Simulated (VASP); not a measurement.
SGeH2: single point with BLYP+D4

The system is SGeH2, in a box.

```
CELL_PARAMETERS angstrom
11.00000 0.00000 0.00000
0.00000 12.00000 0.00000
0.00000 0.00000 11.00000
ATOMIC_POSITIONS crystal
S 0.46372 0.39476 0.52654
Ge 0.42750 0.55640 0.43424
H 0.57486 0.41474 0.57195
H 0.55504 0.60874 0.47280
```

* Program: VASP 6.6.1
* Task: single point
* Functional: BLYP
* Dispersion: D4
* Potentials or basis: VASP PAW PBE potentials, release 64 (S_h, Ge_h, H_h)
* Cutoff: 900 eV
* k mesh: 1 × 1 × 1
* Occupations: gaussian, width 0.01 eV
* Spin: no spin polarisation

```json
{"Largest force": "0.673 eV/Å", "Gap between the frontier levels": "2.77 eV", "Dispersion energy per atom": "-0.042 eV"}
```

Forces in eV/Å, atoms in the order of the input:
```
S   -0.077 -0.577  0.207
Ge  -0.319  0.473 -0.356
H    0.206  0.007  0.097
H    0.190  0.097  0.052
```

Levels at points of the mesh, in eV from the valence-band top:
| k point | band 9 | band 10 | band 11 | band 12 | band 13 | band 14 |
| --- | --- | --- | --- | --- | --- | --- |
| (0.00, 0.00, 0.00) | -1.20 | -0.74 | 0.00 | 2.77 | 4.86 | 5.34 |

Run time: 6.1 min on 1 thread of Intel(R) Xeon(R) Platinum 8488C (Sapphire Rapids), with other jobs on the host, peak memory 2 GiB.

Caveat: the PAW data sets were made with another functional, which shifts forces and pressure a little.
